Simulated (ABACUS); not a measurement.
# Ta (Im-3m) in ABACUS: further runs, part 2 of 2

ABACUS 3.10.1.

### Step 3. Equation of state, SCAN, 16.93 Å³/atom (volume scaled by 0.94)

File INPUT:

```
INPUT_PARAMETERS
suffix              Ta
calculation         scf
basis_type          pw
pseudo_dir          ./
latname             bcc
symmetry            1
dft_functional      scan
ecutwfc             69
pseudo_rcut         10
nspin               1
nbands              18
ks_solver           dav
smearing_method     fd
smearing_sigma      0.00367493
scf_thr             1e-08
scf_nmax            100
mixing_type         broyden
mixing_beta         0.7
cal_force           1
cal_stress          1
mixing_tau          1
kpar                4
```

File STRU:

```
ATOMIC_SPECIES
Ta 180.9479 Ta_ONCV_PBE-1.2.upf

LATTICE_CONSTANT
6.1135321638

ATOMIC_POSITIONS
Direct

Ta
0.0
1
0.0000000000 0.0000000000 0.0000000000 1 1 1
```

File KPT:

```
K_POINTS
0
Gamma
7 7 7 0 0 0
```

Potentials or basis: SG15 ONCV 1.2 PBE, plane waves.

The run is started by

```console
OMP_NUM_THREADS=1 mpirun -np 4 abacus > log
```

running log:

```text
ABACUS v3.10.1

               Atomic-orbital Based Ab-initio Computation at UStc

 ------------------------------------------------------------------------------------

 READING GENERAL INFORMATION
                           global_out_dir = OUT.Ta/
                           global_in_card = INPUT
                               pseudo_dir = ./
                              orbital_dir =
                                    DSIZE = 4
                                    GSIZE = 1

 READING UNITCELL INFORMATION
                                    ntype = 1
                  lattice constant (Bohr) = 6.11353
              lattice constant (Angstrom) = 3.23514

 READING ATOM TYPE 1
                               atom label = Ta
                      L=0, number of zeta = 1
                      L=1, number of zeta = 1
                      L=2, number of zeta = 1
             number of atom for this type = 1

                        TOTAL ATOM NUMBER = 1
DIRECT COORDINATES
    atom                   x                   y                   z     mag                  vx                  vy                  vz
taud_Ta1            0.0000000000        0.0000000000        0.0000000000  0.0000        0.0000000000        0.0000000000        0.0000000000

                          Volume (Bohr^3) = 114.247
                             Volume (A^3) = 16.9297

 Lattice vectors: (Cartesian coordinate: in unit of a_0)
                 +0.5                +0.5                +0.5
                 -0.5                +0.5                +0.5
                 -0.5                -0.5                +0.5
 Reciprocal vectors: (Cartesian coordinate: in unit of 2 pi/a_0)
                   +1                  -0                  +1
                   -1                  +1                  -0
                   +0                  -1                  +1
 The esolver type has been set to : ksdft_pw

                PAO radial cut off (Bohr) = 10

 Read in pseudopotential file is Ta_ONCV_PBE-1.2.upf
                     pseudopotential type = NC
          exchange-correlation functional = PBE
                 nonlocal core correction = 0
                        valence electrons = 27
                                     lmax = 3
                           number of zeta = 0
                     number of projectors = 8
                           L of projector = 0
                           L of projector = 0
                           L of projector = 1
                           L of projector = 1
                           L of projector = 2
                           L of projector = 2
                           L of projector = 3
                           L of projector = 3
 XC functional updated to : scan
          exchange-correlation functional = SCAN
     initial pseudo atomic orbital number = 0

 SETUP THE ELECTRONS NUMBER
            electron number of element Ta = 27
      total electron number of element Ta = 27
            AUTOSET number of electrons:  = 27
                           occupied bands = 14
                                   NBANDS = 18
                                   NLOCAL = 9

%%%%%%%%%%%%%%%%%%%%%%%%%%%%%%%%%%%%%%%%%%%%%%%%%%%%%%%%%%%%%%%%%%%%%%%%%%%%%%%%%%%%%%%%%%%%%%%%%%%%%%%%%%
 Warning: the number of valence electrons in pseudopotential > 5 for Ta: [Xe] 4f14 5d3 6s2
 Pseudopotentials with additional electrons can yield (more) accurate outcomes, but may be less efficient.
 If you're confident that your chosen pseudopotential is appropriate, you can safely ignore this warning.
%%%%%%%%%%%%%%%%%%%%%%%%%%%%%%%%%%%%%%%%%%%%%%%%%%%%%%%%%%%%%%%%%%%%%%%%%%%%%%%%%%%%%%%%%%%%%%%%%%%%%%%%%%

 SETUP THE PLANE WAVE BASIS
 energy cutoff for charge/potential (unit:Ry) = 276
            fft grid for charge/potential = [ 27, 27, 27 ]
                        fft grid division = [ 1, 1, 1 ]
        big fft grid for charge/potential = [ 27, 27, 27 ]
                                     nbxx = 19683
                                     nrxx = 19683

[... 63 lines left out ...]
                       right hand lattice = 1
                        ROTATION MATRICES = 48
                               nkstot_ibz = 20
K-POINTS REDUCTION ACCORDING TO SYMMETRY
     IBZ    DIRECT_X    DIRECT_Y    DIRECT_Z  WEIGHT  ibz2bz
       1  0.00000000  0.00000000  0.00000000  0.0029       0
       2  0.14285714  0.14285714  0.00000000  0.0350       1
       3  0.28571429  0.28571429  0.00000000  0.0350       2
       4  0.42857143  0.42857143  0.00000000  0.0350       3
       5  0.14285714  0.28571429  0.14285714  0.0700       9
       6  0.28571429  0.42857143  0.14285714  0.1399      10
[... 12 lines left out ...]
      19  0.42857143 -0.42857143  0.42857143  0.0233     123
      20  0.42857143  0.42857143  0.42857143  0.0175     171

                               nkstot now = 20
[... K-POINTS DIRECT COORDINATES: 20 rows ...]

           k-point number in this process = 5
       minimum distributed K point number = 5
[... stars of the k points ...]

[... K-POINTS CARTESIAN COORDINATES: 5 rows ...]

[... K-POINTS DIRECT COORDINATES: 5 rows ...]

 SETUP PLANE WAVES FOR WAVE FUNCTIONS
     energy cutoff for wavefunc (unit:Ry) = 69
              fft grid for wave functions = [ 27, 27, 27 ]
                    number of plane waves = 1409
                         number of sticks = 169

 PARALLEL PW FOR WAVE FUNCTIONS
     PROC   COLUMNS(POT)             PW
        1            169           1409
 --------------- sum -------------------
        1            169           1409

 SETUP NONLOCAL PSEUDOPOTENTIALS IN PLANE WAVE BASIS
 Ta non-local projectors:
 projector 1 L=0
 projector 2 L=0
 projector 3 L=1
 projector 4 L=1
 projector 5 L=2
 projector 6 L=2
 projector 7 L=3
 projector 8 L=3
      TOTAL NUMBER OF NONLOCAL PROJECTORS = 32

 Init Non-Local PseudoPotential table :
 Init Non-Local-Pseudopotential done.

                                     npwx = 1103

 -------------------------------------------
 SELF-CONSISTENT
 -------------------------------------------
                                 init_chg = atomic

 PW ALGORITHM --------------- ION=   1  ELEC=   1--------------------------------
 Notice: Threshold on eigenvalues was too large.
 hsover_error=0.27 > DRHO=0.103155
 Origin diag ethr = 0.01
 New diag ethr = 0.000382057

 Density error is 0.102485256795
                          Error Threshold = 0.000382056532635
----------------------------------------------------------
     Energy           Rydberg                 eV
----------------------------------------------------------
 E_KohnSham     -495.1428223148      -6736.7637072830
 E_Harris       -498.8368353110      -6787.0233325168
 E_Fermi        2.3160217389         31.5110923406
----------------------------------------------------------
[... 87 lines left out ...]
 Density error is 1.86402149151e-10
                          Error Threshold = 2.15705220454e-10
----------------------------------------------------------
     Energy           Rydberg                 eV
----------------------------------------------------------
 E_KohnSham     -495.4154129268      -6740.4724928278
 E_KS(sigma->0) -495.4151702914      -6740.4691916030
 E_Harris       -495.4152296544      -6740.4699992784
 E_band         17.7911139922        242.0605240617
 E_one_elec     -115.3663435984      -1569.6396303641
 E_Hartree      93.3462853566        1270.0413679836
 E_xc           -39.4393239732       -536.5995313035
 E_Ewald        -433.9555454409      -5904.2680966941
 E_entropy(-TS) -0.0004852709        -0.0066024495
 E_descf        0.0000000000         0.0000000000
 E_exx          0.0000000000         0.0000000000
 E_Fermi        2.2884176678         31.1355196866
----------------------------------------------------------

 charge density convergence is achieved
 final etot is -6740.4724928 eV
 EFERMI = 31.135519687 eV

 STATE ENERGY(eV) AND OCCUPATIONS    NSPIN == 1
 1/5 kpoint (Cartesian) = 0.0000 0.0000 0.0000 (1061 pws)
       1       -36.9143     0.00583090
       2       -2.35036     0.00583090
       3       -2.35036     0.00583090
       4       -2.35036     0.00583090
       5        13.4070     0.00583090
       6        13.4070     0.00583090
[... 79 lines left out ...]
       6        13.4233       0.139942
[... 10 lines left out ...]
      17        36.1949    1.58703e-45
      18        48.4203        0.00000

------------------------------------------------------------------------------------------
 TOTAL-FORCE (eV/Angstrom)
------------------------------------------------------------------------------------------
                       Ta1         0.0000000000         0.0000000000         0.0000000000
------------------------------------------------------------------------------------------

----------------------------------------------------------------
 TOTAL-STRESS (KBAR)
----------------------------------------------------------------
        40.9423173558         0.0000000000         0.0000000000
         0.0000000000        40.9423173558         0.0000000000
         0.0000000000         0.0000000000        40.9423173558
----------------------------------------------------------------
 TOTAL-PRESSURE: 40.942317 KBAR

 --------------------------------------------
 !FINAL_ETOT_IS -6740.4724928277510116 eV
 --------------------------------------------
```

Wall time 6.1 s (4 MPI ranks of Intel Xeon Platinum 8488C (Sapphire Rapids), shared host); peak memory 0.36 GiB.

What came out:

| Item | Value |
| --- | --- |
| Free energy | -6740.4725 eV |
| Pressure | 4.1 GPa |
| Band gap on the k mesh | none (metal or under the smearing width) |

Caveat: the k mesh is coarse (spacing up to 0.39 Å⁻¹), so the values aren't converged; the potentials were made for another functional, which shifts forces and pressure.

### Step 4. Equation of state, SCAN, 17.65 Å³/atom (volume scaled by 0.98)

INPUT is that of step 3.

STRU, as its differences from that of step 3:

```diff
@@ -4,3 +4,3 @@
 LATTICE_CONSTANT
-6.1135321638
+6.1990471857
```

KPT is that of step 3.

The run is started by

```console
OMP_NUM_THREADS=1 mpirun -np 4 abacus > log
```

It took 9.4 s on 4 MPI ranks of Intel Xeon Platinum 8488C (Sapphire Rapids), shared host; peak memory 0.36 GiB.

The run converged. Its results:

```yaml
Free_energy: -6740.4847 eV
Pressure: -5.8 GPa
Band_gap_on_the_k_mesh: none (metal or under the smearing width)
```

Caveat: the k mesh is coarse (spacing up to 0.39 Å⁻¹), so the values aren't converged; the potentials were made for another functional, which shifts forces and pressure.

### Step 5. Equation of state, SCAN, 18.37 Å³/atom (volume scaled by 1.02)

INPUT is that of step 4.

STRU, as its differences from that of step 4:

```diff
@@ -4,3 +4,3 @@
 LATTICE_CONSTANT
-6.1990471857
+6.2822658027
```

KPT is that of step 4.

The run is started by

```console
OMP_NUM_THREADS=1 mpirun -np 4 abacus > log
```

Run time: 8.4 s. Hardware: 4 MPI ranks of Intel Xeon Platinum 8488C (Sapphire Rapids), shared host; peak memory 0.36 GiB.

Results (log left out):

```
Free energy            : -6740.4374 eV
Pressure               : -15.0 GPa
Band gap on the k mesh : none (metal or under the smearing width)
```

Caveat: the k mesh is coarse (spacing up to 0.38 Å⁻¹), so the values aren't converged; the potentials were made for another functional, which shifts forces and pressure.

### Step 6. Equation of state, SCAN, 19.09 Å³/atom (volume scaled by 1.06)

INPUT is that of step 5.

STRU, as its differences from that of step 5:

```diff
@@ -4,3 +4,3 @@
 LATTICE_CONSTANT
-6.2822658027
+6.3633362386
```

KPT is that of step 5.

Potentials or basis: SG15 ONCV 1.2 PBE, plane waves.

The run is started by

```console
OMP_NUM_THREADS=1 mpirun -np 4 abacus > log
```

Run time: 9.1 s. Hardware: 4 MPI ranks of Intel Xeon Platinum 8488C (Sapphire Rapids), shared host; peak memory 0.36 GiB.

It converged, with:

```
Free energy            : -6740.3543 eV
Pressure               : -21.8 GPa
Band gap on the k mesh : none (metal or under the smearing width)
```

Caveat: the k mesh is coarse (spacing up to 0.38 Å⁻¹), so the values aren't converged; the potentials were made for another functional, which shifts forces and pressure.

### Step 7. Equation of state, SCAN

No new run: the results of the series are fitted here.

What came out:

```yaml
Equilibrium_volume: "17.40 Å³/atom (rough: see the caveat)"
Bulk_modulus: 370 GPa (rough)
```

Energy against volume, from the lowest point:
| volume (Å³/atom) | energy (meV/atom) |
| --- | --- |
| 16.930 | 12.18 |
| 17.650 | 0.00 |
| 18.371 | 47.31 |
| 19.091 | 130.34 |

Caveat: the k mesh is coarse (spacing up to 0.38 Å⁻¹), so the values aren't converged; the fit is doubtful: noisy points or a state that changes with volume; the potentials were made for another functional, which shifts forces and pressure. Spin-orbit coupling is left out, which matters for the levels of Ta.
